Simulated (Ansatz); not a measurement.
# HfS2: the cost of one run

Computed with Ansatz 0.2.0 (DFT LDA, scalar-relativistic, plane waves, PAW, and further levels as typed in the inputs, unless a step's input says otherwise).

**1. The starting structure**

It takes space group P-3m1 (No. 164, trigonal). The conventional cell has a = 3.540 Å, b = 3.540 Å, c = 5.586 Å, α = 90.00°, β = 90.00°, γ = 120.00°. Hf (site symmetry -3m) is surrounded by 6 S at 2.51 Å. S (site symmetry 3m) is surrounded by 3 Hf at 2.51 Å.

As a file:

```
Hf S
1.0
     3.53968    0.00000    0.00000
    -1.76984    3.06545    0.00000
     0.00000    0.00000    5.58609
Hf S
1 2
Cartesian
  0.0000 0.0000 0.0000
  1.7698 1.0218 4.1358
  0.0000 2.0436 1.4503
```

It is the end of an earlier run, which began from a cell of the Materials Project (structure only).

**2. Relaxing cell and atoms: HfS2, no spin, 1.5 GPa**

It takes the final geometry of an earlier run.

Contents of input.yaml:

```yaml
crystal:
  lattice:
    - [3.5396779888, 0.0, 0.0]
    - [-1.7698389944, 3.0654510595, 0.0]
    - [0.0, 0.0, 5.5860881104]
  atoms:
    - { symbol: Hf, position: [0.0, 0.0, 0.0] }
    - { symbol: S, position: [0.6666666667, 0.3333333333, 0.7403733301] }
    - { symbol: S, position: [0.3333333333, 0.6666666667, 0.2596266699] }
scf:
  occupations: { method: fixed }
output:
  forces: true
  stress: true
  eigenvalues: true
kpoints:
  mp_grid: { grid: [12, 12, 8] }
hamiltonian:
  xc: lda
relax:
  f_tol: 0.002
  max_steps: 60
  cell: { stress_tol: 0.02, p_target: 1.5 }
```

Command:

```console
$ ansatz run input.yaml --threads 4 --pin off --max-ram 12288MiB --backend cpu --events-out ev --progress --plain --runs-dir out
```

What time and memory should one allow on 4 threads of Intel Xeon Platinum 8488C (Sapphire Rapids), shared host?

About 12 s, with a peak of 0.5 GiB.
